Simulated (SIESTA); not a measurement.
Runs of SIESTA 5.4.2 on ZnS. The structure is cubic, space group F-43m (No. 216). The conventional cell has a = 5.404 Å, b = 5.404 Å, c = 5.404 Å, α = 90.00°, β = 90.00°, γ = 90.00°. Zn (site symmetry -43m) is surrounded by 4 S at 2.34 Å. S (site symmetry -43m) has 4 Zn at 2.34 Å as nearest neighbours. 

```csv
level,potentials or basis,cell,gap on the mesh (eV),pressure (GPa)
LDA,"PseudoDojo 0.4 standard (LDA files), DZP (energy shift 0.003 Ry; two zetas on semicore shells)",as given,2.26,-3.7
PBE,"PseudoDojo 0.4 standard (PBE files), DZP (energy shift 0.003 Ry; two zetas on semicore shells)",cell strained along z,2.56,4.0
AM05,"PseudoDojo 0.4 standard (PBEsol files), DZP (energy shift 0.003 Ry; two zetas on semicore shells)",as given,2.44,(a)
PW91,"PseudoDojo 0.4 standard (PBE files), DZP (energy shift 0.003 Ry; two zetas on semicore shells)",as given,2.44,(b)
```

Alike in all rows: task single point; no spin polarisation; k mesh 9 × 9 × 9; smearing fermi-dirac 0.05 eV; grid cutoff 800 Ry; energy shift 0.003 Ry.

Task: Estimate the missing entries.

Result: (a) -0.8; (b) 2.3.

Caveats: short orbitals over semicore shells can move pressures by several GPa; the valence orbitals were made in a potential fitted to the semicore shell under them, which widens gaps by tenths of an eV or more; an odd mesh through Γ misses points on the zone boundary, where band edges often lie; the basis of atomic orbitals isn't converged, which shifts pressures, moduli and gaps; the potentials were made for another functional, which shifts forces and pressure (some runs).
